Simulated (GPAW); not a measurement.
This GPAW 26.7.0 run on MgSe needs a look.

The input run.py:

```python
from ase.dft.bandgap import bandgap
from ase.io import read, write
from ase.units import GPa
from gpaw import GPAW, PW, setup_paths

setup_paths.insert(0, '.')

atoms = read('POSCAR')

calc = GPAW(mode=PW(800),
            xc='PBEsol',
            kpts={'size': (8, 8, 8), 'gamma': True},
            occupations={'name': 'fermi-dirac', 'width': 0.05},
            nbands=16,
            convergence={'density': 1e-05, 'forces': 0.0001},
            maxiter=75,
            smearing=400,
            txt='gpaw.txt')
atoms.calc = calc
energy = atoms.get_potential_energy()
forces = atoms.get_forces()
stress = atoms.get_stress()
calc.write('gs.gpw')
write('result.traj', atoms)
print(f'Energy: {energy:.6f} eV')
print('Forces (eV/A):')
print(forces.round(4))
print('Stress (GPa):', (stress / GPa).round(3))
print('Fermi level:', round(calc.get_fermi_level(), 4), 'eV')
print(f'Gap: {bandgap(calc)[0]:.4f} eV, direct: {bandgap(calc, direct=True)[0]:.4f} eV')
```

File POSCAR:

```
MgSe
1.0
    0.0000000000      2.7255000000      2.7255000000
    2.7255000000      0.0000000000      2.7255000000
    2.7255000000      2.7255000000      0.0000000000
Se Mg
1 1
Direct
    0.5000000000      0.5000000000      0.5000000000
    0.0000000000      0.0000000000      0.0000000000
```

Potentials or basis: PAW data sets generated in the run's folder for this functional, pw.

Run with:

```sh
$ gpaw-setup -f PBEsol Mg Se
$ OMP_NUM_THREADS=1 python run.py
```

gpaw.txt:

```text
TypeError: GPAW() got an unexpected keyword argument 'smearing'
```

**Question.** What happened, and what is wrong with the input?

**Answer.** The input was rejected before any iteration. The input holds a flaw that was put in on purpose: keyword that the code doesn't know (smearing = 400).
